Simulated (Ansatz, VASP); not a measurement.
**MgSiN in VASP and in Ansatz**

Contents of INCAR:

```
SYSTEM = MgSiN
PREC = Accurate
ENCUT = 520
EDIFF = 1E-7
ISMEAR = 0
SIGMA = 0.1
LREAL = .FALSE.
LASPH = .TRUE.
NELM = 150
ALGO = Normal
ISIF = 2
LWAVE = .FALSE.
LCHARG = .FALSE.
ISPIN = 2
MAGMOM = 0 0 1
LORBIT = 11
GGA = PE
NBANDS = 16
```

Contents of KPOINTS:

```
regular mesh
0
G
  6 6 6
  0 0 0
```

File POSCAR:

```
MgSiN
1.0
    3.3880826600      0.0000000000      0.0000000000
    0.0000000000      3.3880826600      0.0000000000
    0.0000000000      0.0000000000      3.4577454900
Mg Si N
1 1 1
Direct
    0.0000000000      0.0000000000      0.0000000000
    0.5000000000      0.5000000000      0.5000000000
    0.5000000000      0.5000000000      0.0000000000
```

Input for Ansatz:

```yaml
crystal:
  lattice:
    - [3.38808266, 0.0, 0.0]
    - [0.0, 3.38808266, 0.0]
    - [0.0, 0.0, 3.45774549]
  atoms:
    - { symbol: Mg, position: [0.0, 0.0, 0.0] }
    - { symbol: Si, position: [0.5, 0.5, 0.5] }
    - { symbol: "N", position: [0.5, 0.5, 0.0], spin: 1.0 }
basis:
  ecutwfc: 420
kpoints:
  mp_grid: { grid: [6, 6, 6] }
hamiltonian:
  xc: pbe
scf:
  occupations: { method: gaussian, width: 0.1 }
  lower_state_search: "off"
output:
  forces: true
  stress: true
  eigenvalues: true
  populations: true
magnetization:
  spin_polarized: true
```

Change from the starting cell: species swapped into the HoCoC type (P4/mmm, No. 123).

Alike in both runs: task single point; functional PBE; k mesh 6 × 6 × 6; occupations gaussian, width 0.1 eV; collinear spin.

```csv
,VASP,Ansatz
version,VASP 6.6.1,Ansatz 0.2.0
potentials or method,"VASP PAW PBE potentials, release 64 (Mg, Si, N)","scalar-relativistic, plane waves, PAW"
plane-wave cutoff (eV),520,420
valence electrons in the cell,11,19
```

VASP gave:

- gap on the k mesh at the Fermi level (eV): none
- pressure (GPa): 0.1
- largest component of the traceless stress (GPa): 19.07
- net moment per atom (μB): 0.00

**Question.** What did Ansatz give for the same quantities?

**Answer.** gap on the k mesh at the Fermi level (eV): none; pressure (GPa): 0.5; largest component of the traceless stress (GPa): 19.00; net moment per atom (μB): 0.00.

A gap of «none» marks a metal or a gap that the smearing closes. The two sets of potentials don't hold the same shells in valence. Ansatz warned: «seeded_moment_not_kept».
